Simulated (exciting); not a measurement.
# Al (P-1) in exciting: reference runs

Reference runs on Al: the cell as given.

All numbers are computed with exciting (release sodium); they aren't measurements. Logs are shortened: lines on timing, memory, paths and dates and some standing lists are left out, and cuts for length are marked.

## 1. The structure

The typed cell holds 1 atom: a = 2.824 Å, b = 2.645 Å, c = 2.800 Å, α = 110.77°, β = 108.30°, γ = 109.45°.

This isn't the form of Al at room conditions, which is fcc.

## 2. Single point, PBE

Contents of input.xml:

```xml
<input>
  <title>Al</title>
  <structure speciespath="./" tshift="false">
    <crystal scale="1">
      <basevect>-2.978020136791 3.131131832326 3.133135395553</basevect>
      <basevect>2.795805090464 -3.019104785850 2.838893283852</basevect>
      <basevect>3.050877450382 3.091962099441 -3.021108330179</basevect>
    </crystal>
    <species speciesfile="Al.xml" rmt="2">
      <atom coord="0.000000000000 0.000000000000 0.000000000000"/>
    </species>
  </structure>
  <groundstate do="fromscratch" ngridk="11 12 12" rgkmax="7.5" gmaxvr="14" lmaxapw="10" lmaxmat="10" lmaxvr="8" xctype="GGA_PBE" stype="Fermi Dirac" swidth="0.00183747" nempty="8" ValenceRelativity="iora*" epsengy="1e-05" epspot="1e-05" maxscl="60" tforce="true" outputlevel="normal"/>
  <properties>
    <chargedensityplot>
      <plot3d>
        <box grid="15 14 14">
          <origin coord="0 0 0"/>
          <point coord="1 0 0"/>
          <point coord="0 1 0"/>
          <point coord="0 0 1"/>
        </box>
      </plot3d>
    </chargedensityplot>
    <elfplot>
      <plot3d>
        <box grid="15 14 14">
          <origin coord="0 0 0"/>
          <point coord="1 0 0"/>
          <point coord="0 1 0"/>
          <point coord="0 0 1"/>
        </box>
      </plot3d>
    </elfplot>
    <exccplot>
      <plot3d>
        <box grid="15 14 14">
          <origin coord="0 0 0"/>
          <point coord="1 0 0"/>
          <point coord="0 1 0"/>
          <point coord="0 0 1"/>
        </box>
      </plot3d>
    </exccplot>
  </properties>
</input>
```

Potentials or basis: all-electron LAPW+lo, shipped species files, valence relativity iora*.

The run is started by

```
$ OMP_NUM_THREADS=1 exciting_smp
```

INFO.OUT:

```text
================================================================================
EXCITING SODIUM started
[... 10 lines left out ...]

 Lattice vectors (cartesian) :
     -2.9780201368      3.1311318323      3.1331353956
      2.7958050905     -3.0191047859      2.8388932839
      3.0508774504      3.0919620994     -3.0211083302

 Reciprocal lattice vectors (cartesian) :
      0.0198822445      0.9908073166      1.0341227857
      1.1089265708     -0.0325426812      1.0865477081
      1.0626623104      0.9969679817      0.0137215824

 Unit cell volume                           :     108.4871670369
 Brillouin zone volume                      :       2.2864475146

 Species :    1 (Al)
     parameters loaded from                 :    Al.xml
     name                                   :    aluminium
     nuclear charge                         :     -13.00000000
     electronic charge                      :      13.00000000
     atomic mass                            :   49184.33493000
     muffin-tin radius                      :       2.00000000
     # of radial points in muffin-tin       :     300

     atomic positions (lattice) :
       1 :   0.00000000  0.00000000  0.00000000

 Total number of atoms per unit cell        :       1

 Spin treatment                             :    spin-unpolarised

 Number of Bravais lattice symmetries       :       2
 Number of crystal symmetries               :       2

 k-point grid                               :      11   12   12
 Total number of k-points                   :     794
 k-point set is reduced with crystal symmetries

 R^MT_min * |G+k|_max (rgkmax)              :       7.50000000
 Species with R^MT_min                      :       1 (Al)
 Maximum |G+k| for APW functions            :       3.75000000
 Maximum |G| for potential and density      :      14.00000000

 G-vector grid sizes                        :      24    24    24
 Total number of G-vectors                  :    5019

 Maximum angular momentum used for
     APW functions                          :      10
     computing H and O matrix elements      :      10
     potential and density                  :       8
     inner part of muffin-tin               :       2

 Total nuclear charge                       :     -13.00000000
 Total electronic charge                    :      13.00000000
 Total core charge                          :       4.00000000
 Total valence charge                       :       9.00000000

 Number of empty states                     :       8
 Total number of valence states             :      13

 Maximum Hamiltonian size                   :     112
 Maximum number of plane-waves              :     105
 Total number of local-orbitals             :       7

 Exchange-correlation type                  :      20
     Perdew-Burke-Ernzerhof, Phys. Rev. Lett. 77, 3865 (1996)
     Generalised gradient approximation (GGA)

 Smearing scheme                            :    Fermi-Dirac
 Smearing width                             :       0.00183747

 Using multisecant Broyden potential mixing
[... 16 lines left out ...]
+ SCF iteration number :    1                                                  +
++++++++++++++++++++++++++++++++++++++++++++++++++++++++++++++++++++++++++++++++
 Total energy                               :      -242.56470041
 _______________________________________________________________
 Fermi energy                               :         0.28005114
 Kinetic energy                             :       243.63908935
 Coulomb energy                             :      -467.55857984
 Exchange energy                            :       -18.12971851
 Correlation energy                         :        -0.51549142

 DOS at Fermi energy (states/Ha/cell)       :        11.95727227

 Electron charges :
     core                                   :         4.00000000
     core leakage                           :         0.00136391
     valence                                :         9.00000000
     interstitial                           :         2.11533173
     charge in muffin-tin spheres :
                  atom     1    Al          :        10.88466827
     total charge in muffin-tins            :        10.88466827
     total charge                           :        13.00000000

++++++++++++++++++++++++++++++++++++++++++++++++++++++++++++++++++++++++++++++++
+ SCF iteration number :    2                                                  +
++++++++++++++++++++++++++++++++++++++++++++++++++++++++++++++++++++++++++++++++
 Total energy                               :      -242.63190565
 _______________________________________________________________
 Fermi energy                               :         0.27926004
 Kinetic energy                             :       243.55821501
 Coulomb energy                             :      -467.54474121
 Exchange energy                            :       -18.12991274
 Correlation energy                         :        -0.51546672

 DOS at Fermi energy (states/Ha/cell)       :        11.97738288

 Electron charges :
     core                                   :         4.00000000
     core leakage                           :         0.00135671
     valence                                :         9.00000000
     interstitial                           :         2.11301824
     charge in muffin-tin spheres :
                  atom     1    Al          :        10.88698176
     total charge in muffin-tins            :        10.88698176
     total charge                           :        13.00000000

 RMS change in effective potential (target) :  0.104646      ( 0.100000E-04)
 Absolute change in total energy   (target) :  0.672052E-01  ( 0.100000E-04)
 Charge distance                   (target) :  0.481893E-03  ( 0.100000E-04)
 Abs. change in max-nonIBS-force   (target) :   0.00000      ( 0.500000E-04)

++++++++++++++++++++++++++++++++++++++++++++++++++++++++++++++++++++++++++++++++
+ SCF iteration number :    3                                                  +
++++++++++++++++++++++++++++++++++++++++++++++++++++++++++++++++++++++++++++++++
 Total energy                               :      -242.68458728
 _______________________________________________________________
 Fermi energy                               :         0.27860817
 Kinetic energy                             :       243.49126534
 Coulomb energy                             :      -467.53054798
 Exchange energy                            :       -18.12986028
 Correlation energy                         :        -0.51544436

 DOS at Fermi energy (states/Ha/cell)       :        11.99539051

 Electron charges :
     core                                   :         4.00000000
     core leakage                           :         0.00135095
     valence                                :         9.00000000
     interstitial                           :         2.11116163
     charge in muffin-tin spheres :
                  atom     1    Al          :        10.88883837
     total charge in muffin-tins            :        10.88883837
     total charge                           :        13.00000000
[... 157 lines left out ...]
 DOS at Fermi energy (states/Ha/cell)       :        12.04486680

 Electron charges :
     core                                   :         4.00000000
     core leakage                           :         0.00133743
     valence                                :         9.00000000
     interstitial                           :         2.10674966
     charge in muffin-tin spheres :
                  atom     1    Al          :        10.89325034
     total charge in muffin-tins            :        10.89325034
     total charge                           :        13.00000000

 RMS change in effective potential (target) :  0.168421E-07  ( 0.100000E-04)
 Absolute change in total energy   (target) :  0.340305E-05  ( 0.100000E-04)
 Charge distance                   (target) :  0.644087E-07  ( 0.100000E-04)
 Abs. change in max-nonIBS-force   (target) :   0.00000      ( 0.500000E-04)

++++++++++++++++++++++++++++++++++++++++++++++++++++++++++++++++++++++++++++++++
+ SCF iteration number :   10                                                  +
++++++++++++++++++++++++++++++++++++++++++++++++++++++++++++++++++++++++++++++++
 Total energy                               :      -242.81730335
 _______________________________________________________________
 Fermi energy                               :         0.27689648
 Kinetic energy                             :       243.33583891
 Coulomb energy                             :      -467.50724194
 Exchange energy                            :       -18.13050322
 Correlation energy                         :        -0.51539710

 DOS at Fermi energy (states/Ha/cell)       :        12.04487032

 Electron charges :
     core                                   :         4.00000000
     core leakage                           :         0.00133743
     valence                                :         9.00000000
     interstitial                           :         2.10674966
     charge in muffin-tin spheres :
                  atom     1    Al          :        10.89325034
     total charge in muffin-tins            :        10.89325034
     total charge                           :        13.00000000

 RMS change in effective potential (target) :  0.401247E-08  ( 0.100000E-04)
 Absolute change in total energy   (target) :  0.305436E-07  ( 0.100000E-04)
 Charge distance                   (target) :  0.121563E-07  ( 0.100000E-04)
 Abs. change in max-nonIBS-force   (target) :   0.00000      ( 0.500000E-04)

++++++++++++++++++++++++++++++++++++++++++++++++++++++++++++++++++++++++++++++++
| Convergency criteria checked for the last 2 iterations                       +
| Convergence targets achieved. Performing final SCF iteration                 +
++++++++++++++++++++++++++++++++++++++++++++++++++++++++++++++++++++++++++++++++
 Total energy                               :      -242.81730343
 _______________________________________________________________
 Fermi energy                               :         0.27689647
 Kinetic energy                             :       243.33583889
 Coulomb energy                             :      -467.50724200
 Exchange energy                            :       -18.13050322
 Correlation energy                         :        -0.51539710

 DOS at Fermi energy (states/Ha/cell)       :        12.04487002

 Electron charges :
     core                                   :         4.00000000
     core leakage                           :         0.00133743
     valence                                :         9.00000000
     interstitial                           :         2.10674966
     charge in muffin-tin spheres :
                  atom     1    Al          :        10.89325034
     total charge in muffin-tins            :        10.89325034
     total charge                           :        13.00000000

++++++++++++++++++++++++++++++++++++++++++++++++++++++++++++++++++++++++++++++++
+ Self-consistent loop stopped                                                 +
++++++++++++++++++++++++++++++++++++++++++++++++++++++++++++++++++++++++++++++++
 STATE.OUT is written

--------------------------------------------------------------------------------
- Writing atomic positions and forces                                          -
--------------------------------------------------------------------------------

 Atomic positions (lattice) :
 atom     1  Al  :     0.00000000    0.00000000    0.00000000

 Total atomic forces including IBS (cartesian) :
 atom     1  Al  :     0.00000000    0.00000000    0.00000000

 Atomic force components including IBS (cartesian) :
 atom     1  Al  :     0.00000000    0.00000000    0.00000000   HF force
                 :     0.00000000    0.00000000    0.00000000   core correction
                 :     0.00000000    0.00000000    0.00000000   IBS correction

********************************************************************************
* Groundstate module stopped                                                   *
********************************************************************************

--------------------------------------------------------------------------------
- CAUTION! Warnings have been written in file WARNING.OUT !                    -
--------------------------------------------------------------------------------
================================================================================
| EXCITING SODIUM stopped                                                      =
================================================================================
```

It took 1.8 min on 1 thread of AMD EPYC 7R13 (Zen 3), shared host; peak memory 0.11 GiB.

What came out:

* Free energy: -6607.3990 eV
* Band gap on the k mesh: none (metal or under the smearing width)
* All electrons inside the program's atomic spheres: Al 10.89 (radii Al 2.0 bohr)

Caveat: the log's total energy holds no entropy term; the free energy is that total less TS from the occupations.
